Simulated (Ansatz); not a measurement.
# ZrC: LAPW beside PAW

Aim: solve ZrC at one geometry with full-potential LAPW, frozen-core PAW and datasets made for this crystal, and see where they agree. The cell is first relaxed from a guess with PAW; it needn't be the stable phase of this composition.

Method: DFT PBE, scalar-relativistic, in Ansatz 0.2.0.

**1. Starting point**

The structure is cubic, space group F-43m (No. 216). The conventional cell has a = 4.997 Å, b = 4.997 Å, c = 4.997 Å, α = 90.00°, β = 90.00°, γ = 90.00°. Around Zr (site symmetry -43m) lie 4 C at 2.16 Å. C (site symmetry -43m) has 4 Zr at 2.16 Å as nearest neighbours.

As a file:

```
Zr C
1.0
     0.00000    2.49836    2.49836
     2.49836    0.00000    2.49836
     2.49836    2.49836    0.00000
Zr C
1 1
Direct
  0.00000 0.00000 0.00000
  0.25000 0.25000 0.25000
```

Atoms are numbered in the order of the input: Zr1, C2.

**2. Relaxing the guess with PAW**

Contents of input.yaml:

```yaml
crystal:
  lattice:
    - [0.0, 2.4983568504, 2.4983568504]
    - [2.4983568504, 0.0, 2.4983568504]
    - [2.4983568504, 2.4983568504, 0.0]
  atoms:
    - { symbol: Zr, position: [0.0, 0.0, 0.0] }
    - { symbol: C, position: [0.25, 0.25, 0.25] }
kpoints:
  mp_grid: { grid: [11, 11, 11] }
scf:
  occupations: { method: fermi_dirac, width: 0.03 }
hamiltonian:
  xc: pbe
  pseudopotentials: { kind: paw }
output:
  forces: true
  stress: true
relax:
  f_tol: 0.005
  max_steps: 80
  cell: {}
```

On the command line:

```console
> ansatz run input.yaml --threads 1 --pin off --max-ram 2048MiB --backend cpu --events-out ev --progress --plain --runs-dir out
```

The runs that follow: Full-potential LAPW; Frozen-core PAW; Datasets made for this crystal.

Before running it: what results should come out? Wanted: pressure; gap; Bader charges; highest ELF.

**Answer**, as computed:

| quantity | value |
| --- | --- |
| pressure | LAPW 0.02, PAW 0.00, crystal datasets 0.03 GPa |
| gap (LAPW) | 0.48 eV, indirect from X to X–U |
| Bader charges (PAW) | Zr1 +1.89, C2 -1.89 e |
| highest ELF (PAW) | 0.81, 0.75 Å from C |

In words: The pressure is within half a GPa of zero, so the volume is close to equilibrium at this level. A gap opens: 0.48 eV, indirect from X to X–U. It is the Kohn-Sham gap of a semilocal functional, which mostly lies below the gap found in experiment. C 2p states make 68 % of the projected weight in the top eV of the valence band. The projection holds only the free atom's occupied shells (Zr 5s, Zr 4p, Zr 4d, C 2s, C 2p in this range). PAW lies -0.02 GPa from LAPW in pressure and less than 0.01 eV in the gap.
